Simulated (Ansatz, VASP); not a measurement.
Two plane-wave programs on As

```
CELL_PARAMETERS angstrom
4.89029 0.00000 0.00000
-2.44514 4.23511 0.00000
0.00000 0.00000 5.00386
ATOMIC_POSITIONS crystal
As 0.33333 0.66667 0.00000
As 0.66667 0.33333 0.00000
As 0.00000 0.00000 0.50000
As 0.00000 0.00000 0.00000
```

The cell was built by a generator and needn't be a form met in nature.

Alike in both runs: task single point; functional PBE; k mesh 12 × 12 × 10; occupations gaussian, width 0.1 eV; no spin polarisation.

|  | VASP | Ansatz |
| --- | --- | --- |
| version | VASP 6.6.1 | Ansatz 0.2.0 |
| potentials or method | VASP PAW PBE potentials, release 64 (As) | scalar-relativistic, plane waves, PAW |
| plane-wave cutoff (eV) | 520 | 420 |
| valence electrons in the cell | 20 | 60 |

|  | VASP | Ansatz | Ansatz less VASP |
| --- | --- | --- | --- |
| gap on the k mesh at the Fermi level (eV) | none | none | - |
| pressure (GPa) | 0.1 | 0.0 | -0.10 |
| largest component of the traceless stress (GPa) | 0.06 | 0.00 | -0.057 |

A gap of «none» marks a metal or a gap that the smearing closes. With one functional, cell and mesh, what is left measures potentials, basis and numerics. The two sets of potentials don't hold the same shells in valence.
